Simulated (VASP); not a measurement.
# GaN (P6_3mc) in VASP: notebook

One crystal, GaN, is run at these levels: PBEsol, RPBE; tasks: relaxation of cell and atoms.

All numbers are computed with VASP 6.6.1; they aren't measurements. Logs are shortened: lines on timing, memory, paths and dates and some standing lists are left out, and cuts for length are marked.

**1. The structure**

The structure is hexagonal, space group P6_3mc (No. 186). Conventional cell: a = 3.189 Å, b = 3.189 Å, c = 5.192 Å, α = 90.00°, β = 90.00°, γ = 120.00°. Around Ga (site symmetry 3m) lie 4 N at 1.95 to 1.96 Å. N (site symmetry 3m) is surrounded by 4 Ga at 1.95 to 1.96 Å.

The cell is a database's computed one.

**2. Relaxation of cell and atoms, PBEsol**

The input, INCAR:

```
PREC = Accurate
ENCUT = 580
EDIFF = 1E-7
ISMEAR = 0
SIGMA = 0.02
LREAL = F
LASPH = T
NELM = 60
ALGO = Normal
ISIF = 3
LWAVE = F
LCHARG = F
GGA = PS
IBRION = 2
NSW = 90
EDIFFG = -0.005
```

The input, KPOINTS:

```
regular mesh
0
Gamma
  12 12 6
```

The input, POSCAR:

```
GaN
1.0
    3.1889304000      0.0000000000      0.0000000000
   -1.5944652000      2.7616947400      0.0000000000
    0.0000000000      0.0000000000      5.1923572500
Ga N
2 2
Direct
    0.6666666700      0.3333333300      0.4990837100
    0.3333333300      0.6666666700      0.9990837100
    0.6666666700      0.3333333300      0.8759162900
    0.3333333300      0.6666666700      0.3759162900
```

Potentials or basis: VASP PAW PBE potentials, release 64 (Ga, N).

Run with:

```bash
$ cat potpaw_PBE.64/Ga/POTCAR potpaw_PBE.64/N/POTCAR > POTCAR
$ mpirun -np 1 vasp_std > vasp.out
```

OUTCAR:

```text
PREC = Accurate
   ENCUT = 580
   EDIFF = 1E-7
   ISMEAR = 0
   LREAL = F
   LASPH = T
   NELM = 60
   ISIF = 3
   GGA = PS
   IBRION = 2
   NSW = 90
   EDIFFG = -0.005

 ion  position               nearest neighbor table
   1  0.667  0.333  0.499-   4 1.95   4 1.95   4 1.95   3 1.96   2 3.18   2 3.18   2 3.18   2 3.18
                             2 3.18   2 3.18
   2  0.333  0.667  0.999-   3 1.95   3 1.95   3 1.95   4 1.96   1 3.18   1 3.18   1 3.18   1 3.18
                             1 3.18   1 3.18
   3  0.667  0.333  0.876-   2 1.95   2 1.95   2 1.95   1 1.96
   4  0.333  0.667  0.376-   1 1.95   1 1.95   1 1.95   2 1.96

  LATTYP: Found a hexagonal cell.
 ALAT       =     3.1889304000
 C/A-ratio  =     1.6282441442

  Lattice vectors:

 A1 = (   3.1889304000,   0.0000000000,   0.0000000000)
 A2 = (  -1.5944652000,   2.7616947400,   0.0000000000)
 A3 = (   0.0000000000,   0.0000000000,   5.1923572500)

Analysis of symmetry for initial positions (statically):
=====================================================================
 Subroutine PRICEL returns:
 Original cell was already a primitive cell.

 Routine SETGRP: Setting up the symmetry group for a
 hexagonal supercell.

 Subroutine GETGRP returns: Found 12 space group operations
 (whereof  6 operations were pure point group operations)
 out of a pool of 24 trial point group operations.

The static configuration has the point symmetry C_3v.
 The point group associated with its full space group is C_6v.

Analysis of symmetry for dynamics (positions and initial velocities):
=====================================================================
 Subroutine PRICEL returns:
 Original cell was already a primitive cell.

 Routine SETGRP: Setting up the symmetry group for a
 hexagonal supercell.

 Subroutine GETGRP returns: Found 12 space group operations
 (whereof  6 operations were pure point group operations)
 out of a pool of 24 trial point group operations.

The dynamic configuration has the point symmetry C_3v.
 The point group associated with its full space group is C_6v.

 Subroutine INISYM returns: Found 12 space group operations
 (whereof  6 operations are pure point group operations),
 and found     1 'primitive' translations

----------------------------------------------------------------------------------------

                                     Primitive cell

  volume of cell :      45.7283

[... 114 lines left out ...]
  Fermi-wavevector in a.u.,A,eV,Ry     =   1.153594  2.179977 18.106356  1.330780
  Thomas-Fermi vector in A             =   2.290237
   LORBIT       =      0    0 simple, 1 ext, 2 COOP (PROOUT), +10 PAW based schemes
   GGA     = PS    functional components
   LHFCALC =     F    Hartree Fock is set to
   AEXX    =    0.0000 exact exchange contribution
   IVDW    =     0    specifies the selected vdW correction
   LEPSILON=     F    determine dielectric tensor
   LRPA    =     F    only Hartree local field effects (RPA)
 conjugate gradient relaxation of ions
 non-spin polarized calculation
 Gauss-broadening in eV      SIGMA  =   0.02
  energy-cutoff  :      580.00
  volume of cell :       45.73
 maximum number of plane-waves:      1468
 NGX is ok and might be reduce to    28
   NGX = 13   NGY = 13   NGZ = 21

--------------------------------------- Ionic step        1  -------------------------------------------

 number of electron      15.9999999 magnetization

 Free energy of the ion-electron system (eV)
  ---------------------------------------------------
  ext. energy  EPLUGINS =         0.00000000
  ---------------------------------------------------
  free energy    TOTEN  =       -26.12110168 eV

  energy without entropy =      -26.12110168  energy(sigma->0) =      -26.12110168

------------------------ aborting loop because EDIFF is reached ----------------------------------------

  FORCE on cell =-STRESS in cart. coord.  units (eV):
  Direction    XX          YY          ZZ          XY          YZ          ZX
  --------------------------------------------------------------------------------------
  -------------------------------------------------------------------------------------
  Total        1.6126147      1.6126147      1.4868819      0.0000000     -0.0000000      0.0000000
  in kB       56.5009703     56.5009704     52.0956877      0.0000000     -0.0000000      0.0000000
  external PRESSURE =      55.0325428 kB  Pullay stress =       0.0000000 kB
[... 215 lines left out ...]
--------------------------------------- Ionic step        7  -------------------------------------------

 number of electron      15.9999998 magnetization

 Free energy of the ion-electron system (eV)
  ---------------------------------------------------
  ext. energy  EPLUGINS =         0.00000000
  ---------------------------------------------------
  free energy    TOTEN  =       -26.14134790 eV

  energy without entropy =      -26.14134790  energy(sigma->0) =      -26.14134790

 E-fermi :   2.7582     XC(G=0): -10.9344

 val. band max:        2.6152397020   @ k =   0.0000   0.0000   0.0000
 cond. band min:       4.3791691091   @ k =   0.0000   0.0000   0.0000
 fundamental gap:      1.7639294070
 Fermi energy:         2.7581528246

 k-point     1 :       0.0000    0.0000    0.0000
  band No.  band energies     occupation
      1     -13.0546      2.00000
      2     -10.7577      2.00000
      3      -4.2528      2.00000
      4       1.6131      2.00000
      5       1.6131      2.00000
      6       2.5927      2.00000
      7       2.6152      2.00000
      8       2.6152      2.00000
      9       4.3792      0.00000
     10       6.7075      0.00000
     11      11.6312      0.00000
     12      12.3575      0.00000
[... 331 lines left out ...]
 k-point    24 :       0.3333    0.0000    0.1667
  band No.  band energies     occupation
      1     -11.6299      2.00000
      2     -10.2283      2.00000
      3      -3.2674      2.00000
      4      -1.9623      2.00000
      5      -1.3148      2.00000
      6       0.4144      2.00000
      7       1.4933      2.00000
      8       1.7712      2.00000
      9       7.0603      0.00000
     10       8.2302      0.00000
     11       9.5212      0.00000
     12      10.7285      0.00000

 [... further k-points ...]

------------------------ aborting loop because EDIFF is reached ----------------------------------------

  FORCE on cell =-STRESS in cart. coord.  units (eV):
  Direction    XX          YY          ZZ          XY          YZ          ZX
  --------------------------------------------------------------------------------------
  -------------------------------------------------------------------------------------
  Total       -0.0161981     -0.0161981     -0.0096107      0.0000000      0.0000000      0.0000000
  in kB       -0.5527865     -0.5527865     -0.3279812      0.0000000      0.0000000      0.0000000
  external PRESSURE =      -0.4778514 kB  Pullay stress =       0.0000000 kB
[... 19 lines left out ...]
  FREE ENERGIE OF THE ION-ELECTRON SYSTEM (eV)
  ---------------------------------------------------
  free  energy   TOTEN  =       -26.1413479010 eV

  energy  without entropy=      -26.1413479010  energy(sigma->0) =      -26.14134790

 reached required accuracy - stopping structural energy minimisation
```

Run time: 2.5 min. Hardware: 1 thread of Intel Xeon Platinum 8259CL at 2.50GHz (Skylake/Cascade Lake), shared host; peak memory 0.21 GiB.

Results:

* Free energy: -26.1413 eV
* Relaxed volume: 11.74 Å³/atom
* Relaxed cell: a = 3.218 Å, b = 3.218 Å, c = 5.233 Å, α = 90.00°, β = 90.00°, γ = 120.00°
* Space group after relaxing (to 0.05 Å): P6_3mc (No. 186)
* Energy gained by relaxing: 5.1 meV/atom
* Ionic steps: 7
* Pressure after relaxing: 0.0 GPa
* Band gap on the k mesh: 1.76 eV, direct

Step by step:
| step | energy change (eV) | largest force (eV/Å) | pressure (GPa) | volume (Å³) |
| --- | --- | --- | --- | --- |
| 1 | 0.0000 | 0.0041 | 5.50 | 45.73 |
| 2 | 0.0057 | 0.0236 | -5.59 | 48.38 |
| 3 | -0.0202 | 0.0108 | -0.02 | 46.94 |
| 4 | -0.0202 | 0.0105 | 0.08 | 46.92 |
| 5 | -0.0202 | 0.0012 | 0.08 | 46.92 |
| 6 | -0.0202 | 0.0028 | 0.08 | 46.92 |
| 7 | -0.0202 | 0.0018 | -0.05 | 46.95 |

Final structure:
```
Ga N
1.0
     3.21847    0.00000    0.00000
    -1.60923    2.78728    0.00000
     0.00000    0.00000    5.23345
Ga N
2 2
Direct
  0.66667 0.33333 0.49898
  0.33333 0.66667 0.99898
  0.66667 0.33333 0.87602
  0.33333 0.66667 0.37602
```

Caveat: the PAW data sets were made with another functional, which shifts forces and pressure a little.

**3. Relaxation of cell and atoms, PBEsol**

Edit INCAR of step 2 so:

```diff
@@ -1,3 +1,3 @@
 PREC = Accurate
-ENCUT = 580
+ENCUT = 480
 EDIFF = 1E-7
```

KPOINTS is that of step 2.

POSCAR is that of step 2.

Potentials or basis: VASP PAW PBE potentials, release 64 (Ga_d, N_s).

Run with:

```bash
$ cat potpaw_PBE.64/Ga_d/POTCAR potpaw_PBE.64/N_s/POTCAR > POTCAR
$ mpirun -np 1 vasp_std > vasp.out
```

It took 2.7 min on 1 thread of Intel Xeon Platinum 8259CL at 2.50GHz (Skylake/Cascade Lake), shared host; peak memory 0.2 GiB.

The run converged. Its results:

```
Free energy                            : -26.2793 eV
Relaxed volume                         : 11.36 Å³/atom
Relaxed cell                           : a = 3.182 Å, b = 3.182 Å, c = 5.183 Å, α = 90.00°, β = 90.00°, γ = 120.00°
Space group after relaxing (to 0.05 Å) : P6_3mc (No. 186)
Energy gained by relaxing              : 0.3 meV/atom
Ionic steps                            : 6
Pressure after relaxing                : 0.0 GPa
Largest force after relaxing           : 0.005 eV/Å
Band gap on the k mesh                 : 1.91 eV, direct
```

Forces on the atoms (eV/Å):
```
Ga   0.000  0.000  0.005
Ga   0.000  0.000  0.005
N    0.000  0.000 -0.005
N    0.000  0.000 -0.005
```

The path:
```
step  energy change (eV)  largest force (eV/Å)  pressure (GPa)  volume (Å³)
   1              0.0000                0.0056           -1.21        45.73
   2             -0.0001                0.0074            1.15        45.16
   3             -0.0011                0.0065           -0.04        45.44
   4             -0.0011                0.0065            0.11        45.43
   5             -0.0011                0.0020           -0.17        45.47
   6             -0.0011                0.0049            0.00        45.44
```

Final structure:
```
Ga N
1.0
     3.18192    0.00000    0.00000
    -1.59096    2.75562    0.00000
     0.00000    0.00000    5.18282
Ga N
2 2
Cartesian
  1.5910 0.9185 2.5869
  0.0000 1.8371 5.1783
  1.5910 0.9185 4.5395
  0.0000 1.8371 1.9481
```

Levels at points of the mesh, in eV from the valence-band top:
```tsv
k point	band 14	band 15	band 16	band 17	band 18	band 19	band 20	band 21	band 22
(0.00, 0.00, 0.00)	-1.05	-1.05	-0.04	0.00	0.00	1.91	4.22	9.13	9.83
(0.50, 0.00, 0.00)	-5.35	-4.27	-2.79	-2.26	-1.02	4.95	5.53	5.96	8.59
(0.00, 0.00, 0.50)	-3.88	-0.54	-0.54	-0.54	-0.54	4.23	4.23	8.39	8.39
(0.50, 0.00, 0.50)	-6.69	-1.98	-1.98	-1.92	-1.92	4.31	4.31	7.72	7.72
```

Caveat: the PAW data sets were made with another functional, which shifts forces and pressure a little. Expect the measured gap to be larger: semilocal functionals such as PBEsol lack the derivative discontinuity.

**4. Relaxation of cell and atoms, RPBE**

Edit INCAR of step 3 so:

```diff
@@ -1,3 +1,3 @@
 PREC = Accurate
-ENCUT = 480
+ENCUT = 600
 EDIFF = 1E-7
@@ -12,3 +12,3 @@
 LCHARG = F
-GGA = PS
+GGA = RP
 IBRION = 2
```

KPOINTS is that of step 3.

POSCAR is that of step 3.

Potentials or basis: VASP PAW PBE potentials, release 64 (Ga_d, N).

Run with:

```bash
$ cat potpaw_PBE.64/Ga_d/POTCAR potpaw_PBE.64/N/POTCAR > POTCAR
$ mpirun -np 1 vasp_std > vasp.out
```

OUTCAR:

```text
PREC = Accurate
   ENCUT = 600
   EDIFF = 1E-7
   ISMEAR = 0
   LREAL = F
   LASPH = T
   NELM = 60
   ISIF = 3
   GGA = RP
   IBRION = 2
   NSW = 90
   EDIFFG = -0.005

 ion  position               nearest neighbor table
   1  0.667  0.333  0.499-   4 1.95   4 1.95   4 1.95   3 1.96
   2  0.333  0.667  0.999-   3 1.95   3 1.95   3 1.95   4 1.96
   3  0.667  0.333  0.876-   2 1.95   2 1.95   2 1.95   1 1.96
   4  0.333  0.667  0.376-   1 1.95   1 1.95   1 1.95   2 1.96

  LATTYP: Found a hexagonal cell.
 ALAT       =     3.1889304000
 C/A-ratio  =     1.6282441442

  Lattice vectors:

 A1 = (   3.1889304000,   0.0000000000,   0.0000000000)
 A2 = (  -1.5944652000,   2.7616947400,   0.0000000000)
 A3 = (   0.0000000000,   0.0000000000,   5.1923572500)

Analysis of symmetry for initial positions (statically):
=====================================================================
 Subroutine PRICEL returns:
 Original cell was already a primitive cell.

 Routine SETGRP: Setting up the symmetry group for a
 hexagonal supercell.

 Subroutine GETGRP returns: Found 12 space group operations
[... 180 lines left out ...]
  --------------------------------------------------------------------------------------
  -------------------------------------------------------------------------------------
  Total        2.5520313      2.5520313      2.5705636      0.0000000      0.0000000      0.0000000
  in kB       89.4151882     89.4151884     90.0645017      0.0000000      0.0000000      0.0000000
  external PRESSURE =      89.6316261 kB  Pullay stress =       0.0000000 kB
[... 253 lines left out ...]
--------------------------------------- Ionic step        8  -------------------------------------------

 number of electron      36.0000005 magnetization

 Free energy of the ion-electron system (eV)
  ---------------------------------------------------
  ext. energy  EPLUGINS =         0.00000000
  ---------------------------------------------------
  free energy    TOTEN  =       -22.69216618 eV

  energy without entropy =      -22.69216618  energy(sigma->0) =      -22.69216618

 E-fermi :   5.0410     XC(G=0): -11.1965

 val. band max:        4.9114169683   @ k =   0.0000   0.0000   0.0000
 cond. band min:       6.5368185663   @ k =   0.0000   0.0000   0.0000
 fundamental gap:      1.6254015980
 Fermi energy:         5.0409651365

 k-point     1 :       0.0000    0.0000    0.0000
  band No.  band energies     occupation
      1     -10.6800      2.00000
      2      -9.9358      2.00000
      3      -8.5061      2.00000
      4      -8.4928      2.00000
      5      -8.4928      2.00000
      6      -8.4410      2.00000
[... 589 lines left out ...]
     21      11.7870      0.00000
     22      12.9193      0.00000

 [... further k-points ...]

------------------------ aborting loop because EDIFF is reached ----------------------------------------

  FORCE on cell =-STRESS in cart. coord.  units (eV):
  Direction    XX          YY          ZZ          XY          YZ          ZX
  --------------------------------------------------------------------------------------
  -------------------------------------------------------------------------------------
  Total       -0.0013320     -0.0013320     -0.0016446      0.0000000      0.0000000      0.0000000
  in kB       -0.0443635     -0.0443635     -0.0547738      0.0000000      0.0000000      0.0000000
  external PRESSURE =      -0.0478336 kB  Pullay stress =       0.0000000 kB
[... 19 lines left out ...]
  FREE ENERGIE OF THE ION-ELECTRON SYSTEM (eV)
  ---------------------------------------------------
  free  energy   TOTEN  =       -22.6921661787 eV

  energy  without entropy=      -22.6921661787  energy(sigma->0) =      -22.69216618

 reached required accuracy - stopping structural energy minimisation
```

OSZICAR:

```text
N       E                     dE             d eps       ncg     rms          rms(c)
DAV:   1     0.297439202089E+03    0.29744E+03   -0.20014E+04  3514   0.331E+03
DAV:   2     0.116140613973E+02   -0.28583E+03   -0.27718E+03  3680   0.572E+02
DAV:   3    -0.249817021430E+02   -0.36596E+02   -0.36259E+02  3808   0.164E+02
DAV:   4    -0.265479681148E+02   -0.15663E+01   -0.15617E+01  4778   0.359E+01
[... 74 lines left out ...]
DAV:   3    -0.226921675173E+02    0.15186E-04   -0.33022E-05  5190   0.134E-01    0.497E-03
DAV:   4    -0.226921671047E+02    0.41259E-06   -0.35204E-06  3398   0.177E-02    0.423E-03
DAV:   5    -0.226921666408E+02    0.46396E-06   -0.34310E-07  3620   0.513E-03    0.273E-03
DAV:   6    -0.226921661789E+02    0.46192E-06   -0.54418E-07  3802   0.850E-03    0.375E-04
DAV:   7    -0.226921661787E+02    0.11187E-09   -0.26868E-08  1702   0.152E-03
   8 F= -.22692166E+02 E0= -.22692166E+02  d E =-.136109E-04
```

Run time: 6.5 min. Hardware: 1 thread of Intel Xeon Platinum 8259CL at 2.50GHz (Skylake/Cascade Lake), shared host; peak memory 0.24 GiB.

What came out:

```
Free energy                            : -22.6922 eV
Relaxed volume                         : 12.03 Å³/atom
Relaxed cell                           : a = 3.243 Å, b = 3.243 Å, c = 5.282 Å, α = 90.00°, β = 90.00°, γ = 120.00°
Space group after relaxing (to 0.05 Å) : P6_3mc (No. 186)
Energy gained by relaxing              : 15.9 meV/atom
Ionic steps                            : 8
Pressure after relaxing                : 0.0 GPa
Band gap on the k mesh                 : 1.63 eV, direct
```

The path:
```tsv
step	energy change (eV)	largest force (eV/Å)	pressure (GPa)	volume (Å³)
1	0.0000	0.0031	8.96	45.73
2	-0.0259	0.0111	-5.85	50.09
3	-0.0636	0.0054	-0.04	48.12
4	-0.0636	0.0052	0.13	48.07
5	-0.0636	0.0021	0.12	48.07
6	-0.0636	0.0000	0.13	48.07
7	-0.0636	0.0000	0.08	48.08
8	-0.0637	0.0002	0.00	48.10
```

Final structure:
```xyz
4
Lattice="3.2429 0.0000 0.0000 -1.6214 2.8084 0.0000 0.0000 0.0000 5.2820" Properties=species:S:1:pos:R:3 pbc="T T T"
Ga    1.6214    0.9361    2.6361
Ga    0.0000    1.8723    5.2771
N     1.6214    0.9361    4.6267
N     0.0000    1.8723    1.9857
```

Caveat: the PAW data sets were made with another functional, which shifts forces and pressure a little.

**5. The runs side by side**

```csv
level,potentials or basis,cutoff (eV),gap on the mesh (eV),pressure (GPa),relaxed volume (Å³/atom)
PBEsol,"VASP PAW PBE potentials, release 64 (Ga, N)",580,1.76,0.0,11.74
PBEsol,"VASP PAW PBE potentials, release 64 (Ga_d, N_s)",480,1.91,0.0,11.36
RPBE,"VASP PAW PBE potentials, release 64 (Ga_d, N)",600,1.63,0.0,12.03
```

Alike in all rows: task relaxation of cell and atoms; no spin polarisation; cell relaxed; k mesh 12 × 12 × 6; smearing gaussian 0.02 eV.

Caveats: the PAW data sets were made with another functional, which shifts forces and pressure a little.

Absolute energies hang on the potentials; compare differences alone.
